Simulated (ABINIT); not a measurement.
## Ge in ABINIT: convergence with cutoff

The system is Ge.

```
Ge
1.0
     2.71047    0.00000    0.00000
     0.00000    2.71047    0.00000
     0.00000    0.00000    2.71047
Ge
1
Cartesian
  0.0000 0.0000 0.0000
```

The cell was built by a generator and needn't be a form met in nature.

| Item | Value |
| --- | --- |
| Program | ABINIT 10.8.3 (patched build) |
| Task | single point |
| Functional | PBEsol |
| Potentials or basis | PseudoDojo NC SR PBEsol v0.4 stringent |
| Cutoff | 680 eV |
| k mesh | 10 × 10 × 10 |
| Occupations | methfessel-paxton, width 0.05 eV |
| Spin | no spin polarisation |

These are the settings of the first run; the series varies cutoff, with any setting tied to it.

Hardware: 1 thread of Intel(R) Xeon(R) Platinum 8375C CPU @ 2.90GHz (Ice Lake) (shared host).

```tsv
cutoff	energy less the tightest run (meV/atom)	pressure (GPa)	SCF cycles	CPU time (s)	peak memory (GiB)
25 Ha	138463.79	-3134.66	8	15	0.07
31 Ha	45805.23	-1546.67	8	20	0.07
37 Ha	11819.74	-591.11	8	26	0.08
43.5 Ha	1890.76	-144.28	9	31	0.09
52.5 Ha	58.36	-11.65	9	47	0.1
62 Ha	2.22	-3.96	10	64	0.11
71.5 Ha	1.19	-3.96	10	85	0.12
83.5 Ha	0.58	-3.96	10	100	0.14
99 Ha	0.00	-3.94	10	150	0.17
```

Against the tightest run, the energy stays within 1 meV/atom from 83.5 Ha on; the pressure stays within 0.1 GPa from 62 Ha on. The tightest run that finished is the yardstick and may itself not be fully converged.
